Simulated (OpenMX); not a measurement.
The system is Sb.

```
CELL_PARAMETERS angstrom
-1.87134 1.87134 1.87134
1.87134 -1.87134 1.87134
1.87134 1.87134 -1.87134
ATOMIC_POSITIONS crystal
Sb 0.00000 0.00000 0.00000
```

This isn't the form of Sb at room conditions, which is rhombohedral.

```yaml
Program: OpenMX 3.8.5
Task: single point
Functional: PBE
Potentials_or_basis: OpenMX 2013 PBE set, Sb7.0-s3p2d2, grid cutoff 500 Ry
k_mesh: 11 × 11 × 11
Occupations: fermi-dirac, width 0.05 eV
Spin: no spin polarisation
```

On this cell: pressure 3.9 GPa; band gap on the k mesh none (metal or under the smearing width).

The same run follows on a disturbed copy (cell strained at random at fixed volume):

```
CELL_PARAMETERS angstrom
-1.91168 1.89860 1.91097
1.86645 -1.92422 1.89137
1.82583 1.83838 -1.93660
ATOMIC_POSITIONS crystal
Sb 0.00668 0.00212 0.01774
```

Q: What does the disturbed cell give?

A: The energy (extrapolated to zero smearing) moves by +9.1 meV/atom; pressure 4.5 GPa; band gap on the k mesh none (metal or under the smearing width).

Caveats: the basis of atomic orbitals isn't converged, which shifts pressures, moduli and gaps.
